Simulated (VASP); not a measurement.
# Ge (Fd-3m) in VASP: further runs

The runs below take Ge through relaxation of cell and atoms, with r2SCAN.

All numbers are computed with VASP 6.6.1; they aren't measurements. Logs are shortened: lines on timing, memory, paths and dates and some standing lists are left out, and cuts for length are marked.

## Step 1: The structure

The structure is cubic, space group Fd-3m (No. 227). The conventional cell has a = 5.658 Å, b = 5.658 Å, c = 5.658 Å, α = 90.00°, β = 90.00°, γ = 90.00°. Ge (site symmetry -43m) is surrounded by 4 Ge at 2.45 Å.

## Step 2: Relaxation of cell and atoms, r2SCAN

Contents of INCAR:

```
SYSTEM = Ge
ALGO = Normal ; EDIFF = 1E-6
EDIFFG = -0.01 ; ENCUT = 600
IBRION = 2 ; ISIF = 3
ISMEAR = 0 ; LASPH = .True.
LCHARG = .False. ; LMIXTAU = .True.
LREAL = .False. ; LWAVE = .False.
METAGGA = R2SCAN ; NELM = 80
NSW = 90 ; PREC = Accurate
SIGMA = 0.03
```

Contents of KPOINTS:

```
k-points
0
Gamma
  10 10 10
  0 0 0
```

Contents of POSCAR:

```
Ge
1.0
    0.0000000000      2.8289100000      2.8289100000
    2.8289100000      0.0000000000      2.8289100000
    2.8289100000      2.8289100000      0.0000000000
Ge
2
Direct
    0.0000000000      0.0000000000      0.0000000000
    0.2500000000      0.2500000000      0.2500000000
```

Potentials or basis: VASP PAW PBE potentials, release 64 (Ge_d).

On the command line:

```sh
$ cat potpaw_PBE.64/Ge_d/POTCAR > POTCAR
$ mpirun -np 1 vasp_std > vasp.out
```

OUTCAR:

```text
SYSTEM = Ge
   EDIFF = 1E-6
   EDIFFG = -0.01
   ENCUT = 600
   IBRION = 2
   ISIF = 3
   ISMEAR = 0
   LASPH = .True.
   LREAL = .False.
   METAGGA = R2SCAN
   NELM = 80
   NSW = 90
   PREC = Accurate

 ion  position               nearest neighbor table
   1  0.000  0.000  0.000-   2 2.45   2 2.45   2 2.45   2 2.45
   2  0.250  0.250  0.250-   1 2.45   1 2.45   1 2.45   1 2.45

  LATTYP: Found a face centered cubic cell.
 ALAT       =     5.6578200000

  Lattice vectors:

 A1 = (   0.0000000000,   2.8289100000,   2.8289100000)
 A2 = (   2.8289100000,   0.0000000000,   2.8289100000)
 A3 = (   2.8289100000,   2.8289100000,   0.0000000000)

Analysis of symmetry for initial positions (statically):
=====================================================================
 Subroutine PRICEL returns:
 Original cell was already a primitive cell.

 Routine SETGRP: Setting up the symmetry group for a
 face centered cubic supercell.

 Subroutine GETGRP returns: Found 48 space group operations
 (whereof 24 operations were pure point group operations)
 out of a pool of 48 trial point group operations.

The static configuration has the point symmetry T_d .
 The point group associated with its full space group is O_h .

Analysis of symmetry for dynamics (positions and initial velocities):
=====================================================================
 Subroutine PRICEL returns:
 Original cell was already a primitive cell.

 Routine SETGRP: Setting up the symmetry group for a
 face centered cubic supercell.

 Subroutine GETGRP returns: Found 48 space group operations
 (whereof 24 operations were pure point group operations)
 out of a pool of 48 trial point group operations.

The dynamic configuration has the point symmetry T_d .
 The point group associated with its full space group is O_h .

 Subroutine INISYM returns: Found 48 space group operations
 (whereof 24 operations are pure point group operations),
 and found     1 'primitive' translations

----------------------------------------------------------------------------------------

                                     Primitive cell

  volume of cell :      45.2780

  direct lattice vectors                    reciprocal lattice vectors
     0.000000000  2.828910000  2.828910000    -0.176746521  0.176746521  0.176746521
     2.828910000  0.000000000  2.828910000     0.176746521 -0.176746521  0.176746521
     2.828910000  2.828910000  0.000000000     0.176746521  0.176746521 -0.176746521

  length of vectors
     4.000682889  4.000682889  4.000682889     0.306133954  0.306133954  0.306133954

  position of ions in fractional coordinates (direct lattice)
     0.000000000  0.000000000  0.000000000
     0.250000000  0.250000000  0.250000000

  ion indices of the primitive-cell ions
   primitive index   ion index
                 1           1
                 2           2

----------------------------------------------------------------------------------------

 KPOINTS: k-points

Automatic generation of k-mesh.
 Grid dimensions read from file:
 generate k-points for:   10   10   10

 Generating k-lattice:

  Cartesian coordinates                     Fractional coordinates (reciprocal lattice)
    -0.017674652  0.017674652  0.017674652     0.100000000  0.000000000  0.000000000
     0.017674652 -0.017674652  0.017674652     0.000000000  0.100000000  0.000000000
     0.017674652  0.017674652 -0.017674652     0.000000000  0.000000000  0.100000000

  Length of vectors
     0.030613395  0.030613395  0.030613395

  Shift w.r.t. Gamma in fractional coordinates (k-lattice)
     0.000000000  0.000000000  0.000000000

 Subroutine IBZKPT returns following result:
 ===========================================

 Found     47 irreducible k-points:

 Following reciprocal coordinates:
            Coordinates               Weight
  0.000000  0.000000  0.000000      1.000000
  0.100000  0.000000  0.000000      8.000000
  0.200000  0.000000  0.000000      8.000000
  0.300000  0.000000  0.000000      8.000000
  0.400000  0.000000  0.000000      8.000000
  0.500000  0.000000  0.000000      4.000000
[... 16 lines left out ...]
  0.300000  0.300000  0.000000      6.000000
  0.400000  0.300000  0.000000     24.000000
 [... further k-points ...]
   k-points           NKPTS =     47   k-points in BZ     NKDIM =     47   number of bands    NBANDS=     18
   number of dos      NEDOS =    301   number of ions     NIONS =      2
   total plane-waves  NPLWV =  32768
   dimension x,y,z NGX =    32 NGY =   32 NGZ =   32
   dimension x,y,z NGXF=    64 NGYF=   64 NGZF=   64
   ions per type =               2
   NGX,Y,Z   is equivalent  to a cutoff of  13.30, 13.30, 13.30 a.u.
   NGXF,Y,Z  is equivalent  to a cutoff of  26.59, 26.59, 26.59 a.u.
 SYSTEM =  Ge
   PREC   = accura    normal or accurate (medium, high low for compatibility)
   ISTART =      0    job   : 0-new  1-cont  2-samecut
   ICHARG =      2    charge: 1-file 2-atom 10-const
   ISPIN  =      1    spin polarized calculation?
   LNONCOLLINEAR =      F non collinear calculations
   LSORBIT =      F    spin-orbit coupling
   LASPH  =      T    aspherical Exc in radial PAW
   ENCUT  =  600.0 eV  44.10 Ry    6.64 a.u.   7.99  7.99  7.99*2*pi/ulx,y,z
   NELM   =     80;   NELMIN=  2; NELMDL= -5     # of ELM steps
   EDIFF  = 0.1E-05   stopping-criterion for ELM
   LREAL  =      F    real-space projection
   EDIFFG = -.1E-01   stopping-criterion for IOM
   NSW    =     90    number of steps for IOM
   IBRION =      2    ionic relax: 0-MD 1-quasi-New 2-CG
   NFREE  =      1    steps in history (QN), initial steepest desc. (CG)
   ISIF   =      3    stress and relaxation
   ISYM   =      2    0-nonsym 1-usesym 2-fastsym
   POTIM  = 0.5000    time-step for ionic-motion
   TEBEG  =    0.0;   TEEND  =   0.0 temperature during run
   PSTRESS=    0.0 pullay stress
   NELECT =      28.0000    total number of electrons
   NUPDOWN=      -1.0000    fix difference up-down
   EMIN   =  10.00;   EMAX   =-10.00  energy-range for DOS
   EFERMI =   0.00;   METHOD = LEGACY
   ISMEAR =     0;   SIGMA  =   0.03  broadening in eV -4-tet -1-fermi 0-gaus
   EFERMI_NEDOS =   21; number of points for ismear=-14 and -15
   IALGO  =     38    algorithm
   IMIX   =      4    mixing-type and parameters
     AMIX     =   0.40;   BMIX     =  1.00
     AMIX_MAG =   1.60;   BMIX_MAG =  1.00
  volume/ion in A,a.u.               =      22.64       152.78
  Fermi-wavevector in a.u.,A,eV,Ry     =   1.394756  2.635708 26.468033  1.945346
  Thomas-Fermi vector in A             =   2.518275
   LORBIT       =      0    0 simple, 1 ext, 2 COOP (PROOUT), +10 PAW based schemes
   METAGGA = R2SCAN    functional components
   LHFCALC =     F    Hartree Fock is set to
   AEXX    =    0.0000 exact exchange contribution
   IVDW    =     0    specifies the selected vdW correction
   LEPSILON=     F    determine dielectric tensor
   LRPA    =     F    only Hartree local field effects (RPA)
 conjugate gradient relaxation of ions
 non-spin polarized calculation
 Gauss-broadening in eV      SIGMA  =   0.03
  energy-cutoff  :      600.00
  volume of cell :       45.28
 maximum number of plane-waves:      1524
   NGX = 15   NGY = 15   NGZ = 15

--------------------------------------- Ionic step        1  -------------------------------------------

 number of electron      28.0000013 magnetization

 Free energy of the ion-electron system (eV)
  ---------------------------------------------------
  ext. energy  EPLUGINS =         0.00000000
  ---------------------------------------------------
  free energy    TOTEN  =       -27.74287299 eV

  energy without entropy =      -27.74287299  energy(sigma->0) =      -27.74287299

------------------------ aborting loop because EDIFF is reached ----------------------------------------

  FORCE on cell =-STRESS in cart. coord.  units (eV):
  Direction    XX          YY          ZZ          XY          YZ          ZX
  --------------------------------------------------------------------------------------
  -------------------------------------------------------------------------------------
  Total        0.2123491      0.2123491      0.2123491     -0.0000000      0.0000000      0.0000000
  in kB        7.5140415      7.5140415      7.5140415     -0.0000000      0.0000000      0.0000000
  external PRESSURE =       7.5140415 kB  Pullay stress =       0.0000000 kB
[... 57 lines left out ...]
  energy  without entropy=      -27.7436524331  energy(sigma->0) =      -27.74365243

--------------------------------------- Ionic step        3  -------------------------------------------

 number of electron      28.0000020 magnetization

 Free energy of the ion-electron system (eV)
  ---------------------------------------------------
  ext. energy  EPLUGINS =         0.00000000
  ---------------------------------------------------
  free energy    TOTEN  =       -27.74392792 eV

  energy without entropy =      -27.74392792  energy(sigma->0) =      -27.74392792

 E-fermi :   4.8385     XC(G=0): -10.7670

 val. band max:        4.7026761807   @ k =   0.0000   0.0000   0.0000
 cond. band min:       5.0105128554   @ k =   0.0000   0.0000   0.0000
 fundamental gap:      0.3078366747
 Fermi energy:         4.8385249490

 k-point     1 :       0.0000    0.0000    0.0000
  band No.  band energies     occupation
      1     -20.7774      2.00000
      2     -20.7774      2.00000
      3     -20.7774      2.00000
      4     -20.7387      2.00000
      5     -20.7387      2.00000
      6     -20.5267      2.00000
[... 10 lines left out ...]
     17       7.4123      0.00000
     18       7.4123      0.00000
[... 466 lines left out ...]
      2     -20.8056      2.00000
      3     -20.7611      2.00000
      4     -20.6735      2.00000
      5     -20.6553      2.00000
      6     -20.6296      2.00000
[... 10 lines left out ...]
     17      11.7879      0.00000
     18      12.3182      0.00000

 [... further k-points ...]
[... 5 lines left out ...]
  --------------------------------------------------------------------------------------
  -------------------------------------------------------------------------------------
  Total       -0.0007410     -0.0007410     -0.0007410      0.0000000      0.0000000     -0.0000000
  in kB       -0.0259570     -0.0259570     -0.0259570      0.0000000      0.0000000     -0.0000000
  external PRESSURE =      -0.0259570 kB  Pullay stress =       0.0000000 kB
[... 17 lines left out ...]
  FREE ENERGIE OF THE ION-ELECTRON SYSTEM (eV)
  ---------------------------------------------------
  free  energy   TOTEN  =       -27.7439279161 eV

  energy  without entropy=      -27.7439279161  energy(sigma->0) =      -27.74392792

 reached required accuracy - stopping structural energy minimisation
```

Wall time 4.1 min (1 thread of Intel Xeon Platinum 8259CL at 2.50GHz (Skylake/Cascade Lake), shared host); peak memory 0.21 GiB.

Results:

```yaml
Free_energy: -27.7439 eV
Relaxed_volume: 22.87 Å³/atom
Relaxed_cell: a = 4.014 Å, b = 4.014 Å, c = 4.014 Å, α = 60.00°, β = 60.00°, γ = 60.00°
Space_group_after_relaxing_to_0.05_Å: Fd-3m (No. 227)
Energy_gained_by_relaxing: 0.5 meV/atom
Ionic_steps: 3
Pressure_after_relaxing: 0.0 GPa
Band_gap_on_the_k_mesh: 0.31 eV, direct
```

The path:
| step | energy change (eV) | largest force (eV/Å) | pressure (GPa) | volume (Å³) |
| --- | --- | --- | --- | --- |
| 1 | 0.0000 | 0.0000 | 0.75 | 45.28 |
| 2 | -0.0008 | 0.0000 | -0.27 | 45.98 |
| 3 | -0.0011 | 0.0000 | 0.00 | 45.73 |

Final structure:
```
Ge
1.0
     0.00000    2.83839    2.83839
     2.83839    0.00000    2.83839
     2.83839    2.83839    0.00000
Ge
2
Direct
  0.00000 0.00000 0.00000
  0.25000 0.25000 0.25000
```

Caveat: the PAW data sets were made with another functional, which shifts forces and pressure a little.

[end of part 1 of 2]
